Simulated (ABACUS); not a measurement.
**BAs under changes of volume**

One of the cells (13.626 Å³/atom); the others are scaled copies at fixed shape and fractional positions:

```
CELL_PARAMETERS angstrom
0.00000 2.38850 2.38850
2.38850 0.00000 2.38850
2.38850 2.38850 0.00000
ATOMIC_POSITIONS crystal
As 0.75000 0.75000 0.75000
B 0.00000 0.00000 0.00000
```

```yaml
Program: ABACUS 3.10.1
Functional: PBEsol
Potentials_or_basis: PseudoDojo NC SR 0.4.1 PBEsol standard
Cutoff: 1143 eV
Density_cutoff: 4572 eV
Basis: plane waves
k_mesh: 10 × 10 × 10
Occupations: fermi-dirac, width 0.05 eV
Spin: no spin polarisation
```

| volume (Å³/atom) | energy over the lowest point (meV/atom) | pressure (GPa) | gap on the mesh (eV) |
| --- | --- | --- | --- |
| 12.809 | 19.75 | 8.9 | 1.03 |
| 13.081 | 7.62 | 5.4 | 1.05 |
| 13.354 | 1.22 | 2.2 | 1.08 |
| 13.626 | 0.00 | -0.7 | 1.10 |
| 13.899 | 3.46 | -3.4 | 1.11 |
| 14.171 | ? | ? | ? |
| 14.444 | 22.64 | -7.8 | 1.15 |

What does the run at 14.171 Å³/atom give?

Energy over the lowest point 11.14 meV/atom; pressure -5.7 GPa; gap on the mesh 1.13 eV.

Worked out: A Birch-Murnaghan fit of order 3 (a polynomial in V^(-2/3)) to the other rows has its minimum at 13.56 Å³/atom with B0 = V·E''(V) = 140 GPa and B' = 4.1. It gives 11.13 meV/atom at 14.171 Å³/atom, against the run's 11.14, and -dE/dV = -5.7 GPa, against -5.7. A straight line through the other rows of the gap, of slope 0.993 eV per unit of ln V, gives 1.13 eV, against the run's 1.13.

Energies are extrapolated to zero smearing.

A mesh can miss the band edges. Spin-orbit coupling on As is left out.
